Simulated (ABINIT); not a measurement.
Crystal: As.

```
As
1.0
     1.88080    1.08588    3.51406
    -1.88080    1.08588    3.51406
     0.00000   -2.17176    3.51406
As
2
Direct
  0.22600 0.22600 0.22600
  0.77400 0.77400 0.77400
```

- Program: ABINIT 10.8.3 (patched build)
- Task: relaxation of cell and atoms
- Functional: r2SCAN
- Potentials or basis: JTH PAW PBE v2.0
- Cutoff: 490 eV
- k mesh: 5 × 5 × 5
- Occupations: fermi-dirac, width 0.05 eV
- Spin: no spin polarisation

At the start: pressure 1.6 GPa; volume 21.53 Å³/atom.

Question: Where does the relaxation end?

Answer: Over 12 steps the energy falls by 3.0 meV/atom and the volume is 22.10 Å³/atom (+2.6 %); space group R-3m (No. 166, to 0.05 Å).

The path:
| step | energy change (eV) | largest force (eV/Å) | pressure (GPa) | volume (Å³) |
| --- | --- | --- | --- | --- |
| 1 | 0.0000 | 0.0266 | 1.64 | 43.06 |
| 2 | -0.0022 | 0.0491 | 1.19 | 43.28 |
| 3 | -0.0054 | 0.0927 | 0.00 | 43.93 |
| 4 | -0.0057 | 0.0784 | -0.07 | 44.01 |
| 5 | -0.0060 | 0.0295 | -0.16 | 44.13 |
| 6 | -0.0060 | 0.0095 | -0.05 | 44.09 |
| 7 | -0.0060 | 0.0016 | 0.02 | 44.06 |
| 8 | -0.0060 | 0.0009 | 0.02 | 44.06 |
| 9 | 0.0200 | 0.4559 | 3.23 | 44.22 |
| 10 | -0.0061 | 0.0096 | 0.07 | 44.11 |
| 11 | -0.0061 | 0.0091 | 0.05 | 44.14 |
| 12 | -0.0061 | 0.0039 | 0.00 | 44.19 |

Final structure:
```cif
data_structure
_symmetry_space_group_name_H-M 'P 1'
_symmetry_Int_Tables_number 1
_cell_length_a 4.1630
_cell_length_b 4.1630
_cell_length_c 4.1630
_cell_angle_alpha 54.270
_cell_angle_beta 54.270
_cell_angle_gamma 54.270
_cell_volume 44.19
loop_
_atom_site_label
_atom_site_type_symbol
_atom_site_fract_x
_atom_site_fract_y
_atom_site_fract_z
_atom_site_occupancy
As1 As 0.22503 0.22503 0.22503 1
As2 As 0.77497 0.77497 0.77497 1
```

Caveat: the k mesh is coarse (spacing up to 0.40 Å⁻¹), so the values aren't converged; the PAW data sets were made with another functional, which shifts forces and pressure a little.
